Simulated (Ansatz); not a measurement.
## AlNi3 in Ansatz: the effect of functional

Crystal: AlNi3.

```
Ni Al
1.0
     3.52305    0.00000    0.00000
     0.00000    3.52305    0.00000
     0.00000    0.00000    3.52305
Ni Al
3 1
Direct
  0.50000 0.50000 0.00000
  0.50000 0.00000 0.50000
  0.00000 0.50000 0.50000
  0.00000 0.00000 0.00000
```

The cell is a database's computed one.

Alike in all runs:

* Program: Ansatz 0.2.0
* Task: equation of state
* Potentials or basis: Ansatz PAW
* k mesh: 8 × 8 × 8
* Occupations: fermi-dirac, width 0.05 eV
* Spin: collinear spin, ferromagnetic start
* Starting moments: [1.0, 1.0, 1.0, 0.0] μB

One run gave: V0 of scaled cells 11.35 Å³/atom; B0 182 GPa. Which functional did it use?
A. LDA
B. PBEsol
C. PBE
D. r2SCAN

C.

```csv
functional,cutoff,V0 of scaled cells (Å³/atom),B0 (GPa)
PBE,420 eV,11.35,182
LDA,420 eV,10.54,221
PBEsol,420 eV,10.90,203
r2SCAN,500 eV,10.96,202
```

Caveats: the PAW data sets come from PBE, with cores solved anew for the run's functional, which leaves a small shift of forces and pressure (some runs); the magnetic or orbital state may not be the lowest (some runs).

Not every run made on this cell is shown here.
